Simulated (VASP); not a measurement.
V: relaxation of cell and atoms with PBE

Crystal: V.

```
V
1.0
     2.45733    0.00000    0.00000
     0.00000    2.45733    0.00000
     0.00000    0.00000    2.45733
V
1
Direct
  0.00000 0.00000 0.00000
```

The cell was built by a generator and needn't be a form met in nature.

```yaml
Program: VASP 6.6.1
Task: relaxation of cell and atoms
Functional: PBE
Potentials_or_basis: VASP PAW PBE potentials, release 64 (V_sv)
Cutoff: 600 eV
k_mesh: 16 × 16 × 16
Occupations: gaussian, width 0.1 eV
Spin: no spin polarisation
Dipole_correction: no
Further_INCAR_settings: ALGO = Normal; EDIFF = 1e-06; IBRION = 2; EDIFFG = -0.01; NSW = 100; ISIF = 3
```

* Relaxed volume: 14.74 Å³/atom
* Relaxed cell: a = 2.452 Å, b = 2.452 Å, c = 2.452 Å, α = 90.00°, β = 90.00°, γ = 90.00°
* Space group after relaxing (to 0.05 Å): Pm-3m (No. 221)
* Energy gained by relaxing: 0.3 meV/atom
* Ionic steps: 3
* Pressure after relaxing: 0.0 GPa
* Band gap on the k mesh: none (metal or under the smearing width)

The path:
| step | energy change (eV) | largest force (eV/Å) | pressure (GPa) | volume (Å³) |
| --- | --- | --- | --- | --- |
| 1 | 0.0000 | 0.0000 | -0.91 | 14.84 |
| 2 | -0.0001 | 0.0000 | 0.81 | 14.66 |
| 3 | -0.0003 | 0.0000 | 0.00 | 14.74 |

Final structure:
```
CELL_PARAMETERS angstrom
2.45200 0.00000 0.00000
0.00000 2.45200 0.00000
0.00000 0.00000 2.45200
ATOMIC_POSITIONS crystal
V 0.00000 0.00000 0.00000
```

Levels at points of the mesh, in eV from the Fermi level:
| k point | band 5 | band 6 | band 7 | band 8 | band 9 | band 10 |
| --- | --- | --- | --- | --- | --- | --- |
| (0.00, 0.00, 0.00) | -6.31 | -2.09 | -2.09 | 3.52 | 3.52 | 3.52 |
| (0.50, 0.00, 0.00) | -2.21 | -1.33 | -0.16 | 1.55 | 1.55 | 3.70 |
| (0.50, 0.50, 0.00) | -3.50 | -0.67 | 1.98 | 1.98 | 4.74 | 6.13 |
| (0.50, 0.50, 0.50) | -1.89 | -1.89 | -1.89 | 4.85 | 4.85 | 10.39 |

Wall time 20 s on 1 thread of Intel(R) Xeon(R) Platinum 8488C (Sapphire Rapids), with other jobs on the host, peak memory 0.15 GiB.
